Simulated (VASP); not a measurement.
A run of VASP 6.6.1 is set up as follows.

The input INCAR:

```
SYSTEM = GaN
PREC = Accurate ; ENCUT = 520
EDIFF = 1E-6 ; ISMEAR = 0
SIGMA = 0.03 ; LREAL = .FALSE.
LASPH = .TRUE. ; NELM = 80
ALGO = Fast ; ISIF = 2
LWAVE = .FALSE. ; LCHARG = .FALSE.
NBANDS = 26
```

File KPOINTS:

```
Automatic mesh
0
G
  12 12 5
  0 0 0
```

Contents of POSCAR:

```
GaN                                     
1.0
    3.1802303021      0.0000000000     -0.0000000000
   -1.5901151510      2.7541602275      0.0000000000
    0.0000000000      0.0000000000      5.1832172871
  Ga              N             
     2     2
Direct
     0.3333333300000021    0.6666666699999979    0.9992402474439652
     0.6666666699999979    0.3333333300000021    0.4992402474439652
     0.3333333300000021    0.6666666699999979    0.3757597525560348
     0.6666666699999979    0.3333333300000021    0.8757597525560348
```

File KPOINTS_OPT:

```
explicit points
96
Reciprocal
 0.0000000000  0.0000000000  0.0000000000 1
 0.0555555556  0.0000000000  0.0000000000 1
 0.1111111111  0.0000000000  0.0000000000 1
 0.1666666667  0.0000000000  0.0000000000 1
 0.2222222222  0.0000000000  0.0000000000 1
 0.2777777778  0.0000000000  0.0000000000 1
 0.3333333333  0.0000000000  0.0000000000 1
 0.3888888889  0.0000000000  0.0000000000 1
 0.4444444444  0.0000000000  0.0000000000 1
 0.5000000000  0.0000000000  0.0000000000 1
 0.5000000000  0.0000000000  0.0000000000 1
 0.4814814815  0.0370370370  0.0000000000 1
 0.4629629630  0.0740740741  0.0000000000 1
 0.4444444444  0.1111111111  0.0000000000 1
 0.4259259259  0.1481481481  0.0000000000 1
 0.4074074074  0.1851851852  0.0000000000 1
 0.3888888889  0.2222222222  0.0000000000 1
 0.3703703703  0.2592592592  0.0000000000 1
 0.3518518518  0.2962962963  0.0000000000 1
 0.3333333333  0.3333333333  0.0000000000 1
 0.3333333333  0.3333333333  0.0000000000 1
 0.2962962963  0.2962962963  0.0000000000 1
 0.2592592592  0.2592592592  0.0000000000 1
 0.2222222222  0.2222222222  0.0000000000 1
 0.1851851852  0.1851851852  0.0000000000 1
 0.1481481481  0.1481481481  0.0000000000 1
 0.1111111111  0.1111111111  0.0000000000 1
 0.0740740741  0.0740740741  0.0000000000 1
 0.0370370370  0.0370370370  0.0000000000 1
 0.0000000000  0.0000000000  0.0000000000 1
 0.0000000000  0.0000000000  0.0000000000 1
 0.0000000000  0.0000000000  0.0555555556 1
 0.0000000000  0.0000000000  0.1111111111 1
 0.0000000000  0.0000000000  0.1666666667 1
 0.0000000000  0.0000000000  0.2222222222 1
 0.0000000000  0.0000000000  0.2777777778 1
 0.0000000000  0.0000000000  0.3333333333 1
 0.0000000000  0.0000000000  0.3888888889 1
 0.0000000000  0.0000000000  0.4444444444 1
 0.0000000000  0.0000000000  0.5000000000 1
 0.0000000000  0.0000000000  0.5000000000 1
 0.0555555556  0.0000000000  0.5000000000 1
 0.1111111111  0.0000000000  0.5000000000 1
 0.1666666667  0.0000000000  0.5000000000 1
 0.2222222222  0.0000000000  0.5000000000 1
 0.2777777778  0.0000000000  0.5000000000 1
 0.3333333333  0.0000000000  0.5000000000 1
 0.3888888889  0.0000000000  0.5000000000 1
 0.4444444444  0.0000000000  0.5000000000 1
 0.5000000000  0.0000000000  0.5000000000 1
 0.5000000000  0.0000000000  0.5000000000 1
 0.4814814815  0.0370370370  0.5000000000 1
 0.4629629630  0.0740740741  0.5000000000 1
 0.4444444444  0.1111111111  0.5000000000 1
 0.4259259259  0.1481481481  0.5000000000 1
 0.4074074074  0.1851851852  0.5000000000 1
 0.3888888889  0.2222222222  0.5000000000 1
 0.3703703703  0.2592592592  0.5000000000 1
 0.3518518518  0.2962962963  0.5000000000 1
 0.3333333333  0.3333333333  0.5000000000 1
 0.3333333333  0.3333333333  0.5000000000 1
 0.2962962963  0.2962962963  0.5000000000 1
 0.2592592592  0.2592592592  0.5000000000 1
 0.2222222222  0.2222222222  0.5000000000 1
 0.1851851852  0.1851851852  0.5000000000 1
 0.1481481481  0.1481481481  0.5000000000 1
 0.1111111111  0.1111111111  0.5000000000 1
 0.0740740741  0.0740740741  0.5000000000 1
 0.0370370370  0.0370370370  0.5000000000 1
 0.0000000000  0.0000000000  0.5000000000 1
 0.5000000000  0.0000000000  0.5000000000 1
 0.5000000000  0.0000000000  0.4444444444 1
 0.5000000000  0.0000000000  0.3888888889 1
 0.5000000000  0.0000000000  0.3333333333 1
 0.5000000000  0.0000000000  0.2777777778 1
 0.5000000000  0.0000000000  0.2222222222 1
 0.5000000000  0.0000000000  0.1666666667 1
 0.5000000000  0.0000000000  0.1111111111 1
 0.5000000000  0.0000000000  0.0555555556 1
 0.5000000000  0.0000000000  0.0000000000 1
 0.3333333333  0.3333333333  0.0000000000 1
 0.3333333333  0.3333333333  0.0555555556 1
 0.3333333333  0.3333333333  0.1111111111 1
 0.3333333333  0.3333333333  0.1666666667 1
 0.3333333333  0.3333333333  0.2222222222 1
 0.3333333333  0.3333333333  0.2777777778 1
 0.3333333333  0.3333333333  0.3333333333 1
 0.3333333333  0.3333333333  0.3888888889 1
 0.3333333333  0.3333333333  0.4444444444 1
 0.3333333333  0.3333333333  0.5000000000 1
 0.0000000000  0.0000000000  0.0000000000 1
 0.0000000000  0.0000000000  0.5000000000 1
 0.3333333333  0.3333333333  0.5000000000 1
 0.3333333333  0.3333333333  0.0000000000 1
 0.5000000000  0.0000000000  0.5000000000 1
 0.5000000000  0.0000000000  0.0000000000 1
```

Potentials or basis: VASP PAW LDA potentials, release 64 (Ga_d, N).

Run with:

```bash
$ cat potpaw_LDA.64/Ga_d/POTCAR potpaw_LDA.64/N/POTCAR > POTCAR
$ mpirun -np 1 vasp_std > vasp.out
```

Estimate the pressure.

-4.1 GPa.

Estimate the band gap along the path.

1.97 eV, direct.

Predict the band gap on the k mesh.

1.97 eV, direct.

Levels at the corners of the path, in eV from the valence-band top:
| point | band 15 | band 16 | band 17 | band 18 | band 19 | band 20 | band 21 | band 22 |
| --- | --- | --- | --- | --- | --- | --- | --- | --- |
| Γ | -1.05 | -0.05 | 0.00 | 0.00 | 1.97 | 4.20 | 9.07 | 9.75 |
| M | -4.28 | -2.79 | -2.26 | -1.02 | 4.93 | 5.51 | 5.92 | 8.50 |
| M | -4.28 | -2.79 | -2.26 | -1.02 | 4.93 | 5.51 | 5.92 | 8.50 |
| K | -5.39 | -3.04 | -3.04 | -2.78 | 4.99 | 7.73 | 7.73 | 8.30 |
| K | -5.39 | -3.04 | -3.04 | -2.78 | 4.99 | 7.73 | 7.73 | 8.30 |
| Γ | -1.05 | -0.05 | 0.00 | 0.00 | 1.97 | 4.20 | 9.07 | 9.75 |
| Γ | -1.05 | -0.05 | 0.00 | 0.00 | 1.97 | 4.20 | 9.07 | 9.75 |
| A | -0.54 | -0.54 | -0.54 | -0.54 | 4.23 | 4.23 | 8.33 | 8.33 |
| A | -0.54 | -0.54 | -0.54 | -0.54 | 4.23 | 4.23 | 8.33 | 8.33 |
| L | -1.98 | -1.98 | -1.93 | -1.93 | 4.30 | 4.30 | 7.64 | 7.64 |
| L | -1.98 | -1.98 | -1.93 | -1.93 | 4.30 | 4.30 | 7.64 | 7.64 |
| H | -4.28 | -4.28 | -1.51 | -1.51 | 6.33 | 6.33 | 7.19 | 7.19 |
| H | -4.28 | -4.28 | -1.51 | -1.51 | 6.33 | 6.33 | 7.19 | 7.19 |
| A | -0.54 | -0.54 | -0.54 | -0.54 | 4.23 | 4.23 | 8.33 | 8.33 |
| L | -1.98 | -1.98 | -1.93 | -1.93 | 4.30 | 4.30 | 7.64 | 7.64 |
| M | -4.28 | -2.79 | -2.26 | -1.02 | 4.93 | 5.51 | 5.92 | 8.50 |
| K | -5.39 | -3.04 | -3.04 | -2.78 | 4.99 | 7.73 | 7.73 | 8.30 |
| H | -4.28 | -4.28 | -1.51 | -1.51 | 6.33 | 6.33 | 7.19 | 7.19 |

**The experiment to reproduce.**

From “Studying electronic properties in GaN without electrical contacts using γ-γ vs e−-γ Perturbed Angular Correlations”, 2019, pmc:6823545, for a bulk crystal of GaN: band gap 3.503 ± 0.005 eV (direct).

Measured gap of GaN: 3.503 eV (direct; quoted in “Studying electronic properties in GaN without electrical contacts using γ-γ vs e−-γ Perturbed Angular Correlations”, 2019, pmc:6823545). This calculation gives 1.97 eV (-1.54 eV). Spin-orbit coupling on Ga is left out. The value is that of LDA, without temperature or zero-point motion. Semilocal functionals fall short of measured gaps as a rule.
